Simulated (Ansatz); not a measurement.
**All-electron card of La$_{2}$O$_{3}$**

```
La O
1.0
     3.93000    0.00000    0.00000
    -1.96500    3.40348    0.00000
     0.00000    0.00000    6.12000
La O
2 3
Direct
  0.33333 0.66667 0.25000
  0.66667 0.33333 0.75000
  0.25000 0.25000 0.00000
  0.75000 0.00000 0.00000
  0.00000 0.75000 0.00000
```

Atoms are numbered in the order listed.

The conventional cell has a = 3.930 Å, b = 3.930 Å, c = 6.120 Å, α = 90.00°, β = 90.00°, γ = 120.00°. La (atom 1) has 3 O at 2.14 Å as nearest neighbours. O (atom 3) has 2 O at 1.70 Å as nearest neighbours.

The geometry is COD entry 1010278, unchecked; take it as a test cell. It is an old determination, and later ones may differ.

No spin–orbit coupling, which matters for the heavy atoms here.

Method: DFT, PBEsol, all-electron LAPW, scalar-relativistic in Ansatz 0.2.0.

The runs use a Γ-centred 6×6×4 k mesh, Fermi–Dirac smearing of 0.02 eV, basis error target 1 meV/atom, no spin polarisation; the mesh is coarse along some axis.

* Pressure at this cell: 36.2 GPa
* Band gap: none: bands cross the Fermi level, a metal
* Stress xx, yy, zz (compression positive): 47.55, 47.55, 13.62 GPa
* Largest force: 7.542 eV/Å on O4
* Density of states at the Fermi level (0.2 eV bin): 6.01 states/eV per cell
* Löwdin charges (with 0.15 e of the cell spilling out of the atomic basis, so their sizes and signs hang on that basis): La1 0.39, O3 -0.21 e
* Volume per atom: 110.5 bohr³
